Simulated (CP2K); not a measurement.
Write the native input for CP2K 2026.2 that does the following.

| Property | Result |
| --- | --- |
| Task | band structure |
| Functional | r2SCAN |
| Potentials or basis | POTENTIAL_UZH Ba GTH-SCAN-q10, S GTH-SCAN-q6; TZVP-MOLOPT-SCAN-GTH basis |
| Density cutoff | 9184 eV |
| k mesh | 7 × 7 × 7 |
| Occupations | fermi-dirac, width 0.01 eV |
| Spin | no spin polarisation |
| SCF solver | diagonalisation with k points |
| Quickstep method | GPW |
| EPS_DEFAULT | 1.0E-9 |
| EPS_SCF | 1.0E-6 |
| MAX_SCF | 100 |
| SCF_GUESS | ATOMIC |
| k points reduced by the point group | yes |
| Mesh centred on Gamma | yes |
| CHOLESKY | OFF |
| EPS_EIGVAL | 1.0E-7 |
| MIXING METHOD | BROYDEN_MIXING |
| MIXING ALPHA | 0.4 |
| NBUFFER | 8 |
| NGRIDS | 4 |
| Basis sets | Ba TZVP-MOLOPT-SCAN-GTH-q10, S TZVP-MOLOPT-SCAN-GTH-q6 |
| Potentials | Ba GTH-SCAN-q10 of POTENTIAL_UZH, S GTH-SCAN-q6 of POTENTIAL_UZH |
| ADDED_MOS | [10] |
| Points a segment of the path (NPOINTS) | 8 |
| Bands added on the path | 4 |
| REL_CUTOFF (Ry) | 60 Ry |
| MIXING BETA (1/bohr) | 1.5 1/bohr |
| CUTOFF of the grids | 675 Ry |

The system is BaS.

```
CELL_PARAMETERS angstrom
4.51664 0.00000 0.00000
2.25832 3.91153 0.00000
2.25832 1.30384 3.68782
ATOMIC_POSITIONS crystal
Ba 0.00000 0.00000 0.00000
S 0.50000 0.50000 0.50000
```

The input as run:

bas_bands.inp

```
&GLOBAL
  PROJECT bas_bands
  RUN_TYPE ENERGY_FORCE
  PRINT_LEVEL LOW
&END GLOBAL
&FORCE_EVAL
  METHOD QS
  STRESS_TENSOR ANALYTICAL
  &DFT
    BASIS_SET_FILE_NAME BASIS_MOLOPT_UZH
    POTENTIAL_FILE_NAME POTENTIAL_UZH
    &MGRID
      CUTOFF 675
      REL_CUTOFF 60
      NGRIDS 4
    &END MGRID
    &QS
      METHOD GPW
      EPS_DEFAULT 1.0E-9
    &END QS
    &KPOINTS
      SCHEME MONKHORST-PACK 7 7 7
      GAMMA_CENTERED T
      SYMMETRY T
      SYMMETRY_BACKEND SPGLIB
    &END KPOINTS
    &SCF
      SCF_GUESS ATOMIC
      EPS_SCF 1.0E-6
      MAX_SCF 100
      ADDED_MOS 10
      CHOLESKY OFF
      EPS_EIGVAL 1.0E-7
      &DIAGONALIZATION ON
        ALGORITHM STANDARD
      &END DIAGONALIZATION
      &MIXING ON
        METHOD BROYDEN_MIXING
        ALPHA 0.4
        BETA 1.5
        NBUFFER 8
      &END MIXING
      &SMEAR ON
        METHOD FERMI_DIRAC
        ELECTRONIC_TEMPERATURE [K] 116.045
      &END SMEAR
    &END SCF
    &XC
      &XC_FUNCTIONAL
        &MGGA_X_R2SCAN
        &END MGGA_X_R2SCAN
        &MGGA_C_R2SCAN
        &END MGGA_C_R2SCAN
      &END XC_FUNCTIONAL
    &END XC
    &PRINT
      &KPOINTS ON
      &END KPOINTS
      &MULLIKEN ON
      &END MULLIKEN
      &MO ON
        ENERGIES T
        OCCUPATION_NUMBERS T
        &EACH
          QS_SCF 0
        &END EACH
        ADD_LAST NUMERIC
      &END MO
      &BAND_STRUCTURE
        FILE_NAME bands.bs
        ADDED_MOS 4
        &KPOINT_SET
          UNITS B_VECTOR
          NPOINTS 8
          SPECIAL_POINT GAMMA 0.00000000 0.00000000 0.00000000
          SPECIAL_POINT X 0.50000000 0.00000000 0.50000000
          SPECIAL_POINT W 0.50000000 0.25000000 0.75000000
          SPECIAL_POINT K 0.37500000 0.37500000 0.75000000
          SPECIAL_POINT GAMMA 0.00000000 0.00000000 0.00000000
          SPECIAL_POINT L 0.50000000 0.50000000 0.50000000
          SPECIAL_POINT U 0.62500000 0.25000000 0.62500000
          SPECIAL_POINT W 0.50000000 0.25000000 0.75000000
          SPECIAL_POINT L 0.50000000 0.50000000 0.50000000
          SPECIAL_POINT K 0.37500000 0.37500000 0.75000000
        &END KPOINT_SET
        &KPOINT_SET
          UNITS B_VECTOR
          NPOINTS 8
          SPECIAL_POINT U 0.62500000 0.25000000 0.62500000
          SPECIAL_POINT X 0.50000000 0.00000000 0.50000000
        &END KPOINT_SET
      &END BAND_STRUCTURE
    &END PRINT
  &END DFT
  &SUBSYS
    &CELL
      A 4.5166445648 0.0000000000 0.0000000000
      B 2.2583222824 3.9115289330 0.0000000000
      C 2.2583222824 1.3038429777 3.6878248444
      PERIODIC XYZ
    &END CELL
    &COORD
      SCALED
      Ba  0.0000000000 0.0000000000 0.0000000000
      S   0.5000000000 0.5000000000 0.5000000000
    &END COORD
    &KIND Ba
      BASIS_SET TZVP-MOLOPT-SCAN-GTH-q10
      POTENTIAL GTH-SCAN-q10
    &END KIND
    &KIND S
      BASIS_SET TZVP-MOLOPT-SCAN-GTH-q6
      POTENTIAL GTH-SCAN-q6
    &END KIND
    &PRINT
      &ATOMIC_COORDINATES ON
      &END ATOMIC_COORDINATES
      &CELL ON
      &END CELL
    &END PRINT
  &END SUBSYS
  &PRINT
    &FORCES ON
    &END FORCES
    &STRESS_TENSOR ON
    &END STRESS_TENSOR
  &END PRINT
&END FORCE_EVAL
```

Potentials or basis: POTENTIAL_UZH Ba GTH-SCAN-q10, S GTH-SCAN-q6; TZVP-MOLOPT-SCAN-GTH basis.

Launch:

```console
$ OMP_NUM_THREADS=2 cp2k.psmp -i bas_bands.inp -o bas_bands.out
```

Results of the run:

```json
{"Pressure": "1.7 GPa", "Band gap on the k mesh": "2.81 eV, indirect (least direct gap 2.96 eV)", "Band gap along the path": "2.74 eV, indirect (least direct gap 2.88 eV)", "Mulliken charges": "Ba +1.16; S -1.16 e"}
```

Caveat: Mulliken charges move with the basis; spin-orbit coupling is left out, which moves the levels of the heavy elements; the basis of atomic orbitals isn't converged, which shifts pressures, moduli and gaps.

Run time: 29 s on 2 threads of Arm Neoverse V2, with other jobs on the host, peak memory 0.39 GiB.
